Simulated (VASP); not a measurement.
# Ni (P6_3/mmc) in VASP: notebook, part 2 of 2

VASP 6.6.1. Earlier steps stand in the parts before.

## (4) Single point, PBE, collinear spin, ferromagnetic start

Input file INCAR:

```
  ADDGRID = F
  ALGO = Normal
  EDIFF = 1E-6
  ENCUT = 550
  GGA = PE
  ISIF = 2
  ISMEAR = 0
  ISPIN = 2
  LASPH = T
  LCHARG = F
  LMAXMIX = 4
  LORBIT = 11
  LREAL = F
  LWAVE = F
  MAGMOM = 1 1
  NBANDS = 21
  NELM = 100
  PREC = Accurate
  SIGMA = 0.1
```

Input file KPOINTS:

```
k-points
0
Gamma
  13 13 7
```

Input file POSCAR:

```
Ni
1.0
    2.4480228978      0.0000000000      0.0000000000
   -1.2240114489      2.1200500186      0.0000000000
    0.0000000000      0.0000000000      4.0728075700
Ni
2
Direct
    0.6666666667      0.3333333333      0.7500000000
    0.3333333333      0.6666666667      0.2500000000
```

Potentials or basis: VASP PAW PBE potentials, release 64 (Ni).

On the command line:

```
> cat potpaw_PBE.64/Ni/POTCAR > POTCAR
> mpirun -np 1 vasp_std > vasp.out
```

OUTCAR:

```text
EDIFF = 1E-6
   ENCUT = 550
   GGA = PE
   ISIF = 2
   ISMEAR = 0
   ISPIN = 2
   LASPH = T
   LORBIT = 11
   LREAL = F
   NELM = 100
   PREC = Accurate

 Found     84 irreducible k-points:

 Following reciprocal coordinates:
            Coordinates               Weight
  0.000000  0.000000  0.000000      1.000000
  0.076923 -0.000000  0.000000      6.000000
  0.153846  0.000000  0.000000      6.000000
  0.230769 -0.000000  0.000000      6.000000
[... 380 lines left out ...]
  in kB       77.5807029     77.5807029     48.0612123      0.0000000      0.0000000      0.0000000
  external PRESSURE =      67.7408727 kB  Pullay stress =       0.0000000 kB

 VOLUME and BASIS-vectors are now :
 -----------------------------------------------------------------------------
  energy-cutoff  :      550.00
  volume of cell :       21.14
      direct lattice vectors                 reciprocal lattice vectors
     2.448022898  0.000000000  0.000000000     0.408492911  0.235843492  0.000000000
    -1.224011449  2.120050019  0.000000000     0.000000000  0.471686984  0.000000000
     0.000000000  0.000000000  4.072807570     0.000000000  0.000000000  0.245530873

 POSITION                                       TOTAL-FORCE (eV/Angst)
 -----------------------------------------------------------------------------------
      1.22401      0.70668      3.05461         0.000000     -0.000000      0.000000
     -0.00000      1.41337      1.01820        -0.000000      0.000000      0.000000
 -----------------------------------------------------------------------------------
    total drift:                               -0.000000      0.000000     -0.000000

  FREE ENERGIE OF THE ION-ELECTRON SYSTEM (eV)
  ---------------------------------------------------
  free  energy   TOTEN  =       -10.8839148167 eV

  energy  without entropy=      -10.8614378762  energy(sigma->0) =      -10.87267635

 total charge

# of ion       s       p       d       tot
------------------------------------------
    1        0.509   0.523   8.332   9.364
    2        0.509   0.523   8.332   9.364
--------------------------------------------------
tot          1.019   1.046  16.663  18.728

 magnetization (x)

# of ion       s       p       d       tot
------------------------------------------
    1       -0.005  -0.025   0.659   0.630
    2       -0.005  -0.025   0.659   0.630
--------------------------------------------------
tot         -0.010  -0.050   1.319   1.259
```

stdout:

```text
POSCAR found type information on POSCAR Ni
 POSCAR found :  1 types and       2 ions
 scaLAPACK will be used
 LDA part: xc-table for (Slater+PW92), standard interpolation
 POSCAR, INCAR and KPOINTS ok, starting setup
 FFT: planning ... GRIDC
 FFT: planning ... GRID_SOFT
 FFT: planning ... GRID
 WAVECAR not read
 entering main loop
```

Wall time 28 s (1 thread of AMD EPYC 9R45 (Zen 5), shared host); peak memory 0.15 GiB.

These settings aren't checked as converged: the numbers below hold their error.

Results:

* Free energy: -10.8839 eV
* Pressure: 6.8 GPa
* Band gap on the k mesh: none (metal or under the smearing width)
* Net moment: 1.24 μB per cell
* Site moments: Ni +0.63 μB
* Valence electrons inside the program's atomic spheres: Ni 9.36

## (5) Single point, PBE, collinear spin, ferromagnetic start

Changes to INCAR since step 4:

```diff
@@ -3,3 +3,3 @@
   EDIFF = 1E-6
-  ENCUT = 550
+  ENCUT = 400
   GGA = PE
```

Input file KPOINTS:

```
k-points
0
Gamma
  16 16 9
```

POSCAR is that of step 4.

On the command line:

```
> cat potpaw_PBE.64/Ni/POTCAR > POTCAR
> mpirun -np 1 vasp_std > vasp.out
```

It took 31 s on 1 thread of AMD EPYC 9R45 (Zen 5), shared host; peak memory 0.14 GiB.

These settings aren't checked as converged: the numbers below hold their error.

What came out:

```
Free energy                                           : -10.8820 eV
Pressure                                              : 6.0 GPa
Band gap on the k mesh                                : none (metal or under the smearing width)
Net moment                                            : 1.19 μB per cell
Site moments                                          : Ni +0.60 μB
Valence electrons inside the program's atomic spheres : Ni 9.36
```

## (6) Single point, PBE, collinear spin, ferromagnetic start

Changes to INCAR since step 5:

```diff
@@ -3,3 +3,3 @@
   EDIFF = 1E-6
-  ENCUT = 400
+  ENCUT = 700
   GGA = PE
```

Input file KPOINTS:

```
k-points
0
Gamma
  13 13 7
```

POSCAR is that of step 5.

Potentials or basis: VASP PAW PBE potentials, release 64 (Ni).

On the command line:

```
> cat potpaw_PBE.64/Ni/POTCAR > POTCAR
> mpirun -np 1 vasp_std > vasp.out
```

OUTCAR:

```text
EDIFF = 1E-6
   ENCUT = 700
   GGA = PE
   ISIF = 2
   ISMEAR = 0
   ISPIN = 2
   LASPH = T
   LORBIT = 11
   LREAL = F
   NELM = 100
   PREC = Accurate

 Found     84 irreducible k-points:

 Following reciprocal coordinates:
            Coordinates               Weight
  0.000000  0.000000  0.000000      1.000000
  0.076923 -0.000000  0.000000      6.000000
  0.153846  0.000000  0.000000      6.000000
  0.230769 -0.000000  0.000000      6.000000
[... 380 lines left out ...]
  in kB       77.7113301     77.7113301     48.1482758      0.0000000      0.0000000     -0.0000000
  external PRESSURE =      67.8569787 kB  Pullay stress =       0.0000000 kB

 VOLUME and BASIS-vectors are now :
 -----------------------------------------------------------------------------
  energy-cutoff  :      700.00
  volume of cell :       21.14
      direct lattice vectors                 reciprocal lattice vectors
     2.448022898  0.000000000  0.000000000     0.408492911  0.235843492  0.000000000
    -1.224011449  2.120050019  0.000000000     0.000000000  0.471686984  0.000000000
     0.000000000  0.000000000  4.072807570     0.000000000  0.000000000  0.245530873

 POSITION                                       TOTAL-FORCE (eV/Angst)
 -----------------------------------------------------------------------------------
      1.22401      0.70668      3.05461        -0.000000     -0.000000      0.000000
     -0.00000      1.41337      1.01820         0.000000      0.000000      0.000000
 -----------------------------------------------------------------------------------
    total drift:                               -0.000000      0.000000     -0.000000

  FREE ENERGIE OF THE ION-ELECTRON SYSTEM (eV)
  ---------------------------------------------------
  free  energy   TOTEN  =       -10.8834299471 eV

  energy  without entropy=      -10.8609513271  energy(sigma->0) =      -10.87219064

 total charge

# of ion       s       p       d       tot
------------------------------------------
    1        0.509   0.523   8.332   9.364
    2        0.509   0.523   8.332   9.364
--------------------------------------------------
tot          1.018   1.046  16.664  18.729

 magnetization (x)

# of ion       s       p       d       tot
------------------------------------------
    1       -0.005  -0.025   0.659   0.630
    2       -0.005  -0.025   0.659   0.630
--------------------------------------------------
tot         -0.010  -0.050   1.319   1.259
```

OSZICAR:

```text
N       E                     dE             d eps       ncg     rms          rms(c)
DAV:   1     0.107567154889E+03    0.10757E+03   -0.11194E+04  7709   0.174E+03
DAV:   2    -0.614716619871E+01   -0.11371E+03   -0.10459E+03  7106   0.265E+02
DAV:   3    -0.128400065515E+02   -0.66928E+01   -0.64069E+01  8069   0.714E+01
DAV:   4    -0.129228879907E+02   -0.82881E-01   -0.82807E-01  8100   0.743E+00
DAV:   5    -0.129250928585E+02   -0.22049E-02   -0.22048E-02  8169   0.123E+00    0.144E+01
DAV:   6    -0.115078013967E+02    0.14173E+01   -0.68322E+00  8381   0.574E+01    0.830E+00
DAV:   7    -0.109202956441E+02    0.58751E+00   -0.14291E+00  8161   0.231E+01    0.281E+00
DAV:   8    -0.108895553133E+02    0.30740E-01   -0.12138E-02 10047   0.149E+00    0.133E+00
DAV:   9    -0.108846334583E+02    0.49219E-02   -0.69131E-04 11128   0.338E-01    0.402E-01
DAV:  10    -0.108834626465E+02    0.11708E-02   -0.12306E-04 11152   0.216E-01    0.528E-02
DAV:  11    -0.108834360874E+02    0.26559E-04   -0.34868E-05  9136   0.753E-02    0.259E-02
DAV:  12    -0.108834301599E+02    0.59275E-05   -0.22523E-06  8600   0.237E-02    0.163E-02
DAV:  13    -0.108834299471E+02    0.21278E-06   -0.15342E-06  5679   0.128E-02
   1 F= -.10883430E+02 E0= -.10872191E+02  d E =-.224786E-01  mag=     1.2412
```

stdout:

```text
POSCAR found type information on POSCAR Ni
 POSCAR found :  1 types and       2 ions
 scaLAPACK will be used
 LDA part: xc-table for (Slater+PW92), standard interpolation
 POSCAR, INCAR and KPOINTS ok, starting setup
 FFT: planning ... GRIDC
 FFT: planning ... GRID_SOFT
 FFT: planning ... GRID
 WAVECAR not read
 entering main loop
```

Wall time 46 s (1 thread of AMD EPYC 9R45 (Zen 5), shared host); peak memory 0.19 GiB.

The run converged, but some of its settings lie outside the range that counts as converged, so its numbers aren't taken as properties of the crystal.

Results:

```
Free energy                                           : -10.8834 eV
Pressure                                              : 6.8 GPa
Band gap on the k mesh                                : none (metal or under the smearing width)
Net moment                                            : 1.24 μB per cell
Site moments                                          : Ni +0.63 μB
Valence electrons inside the program's atomic spheres : Ni 9.36
```
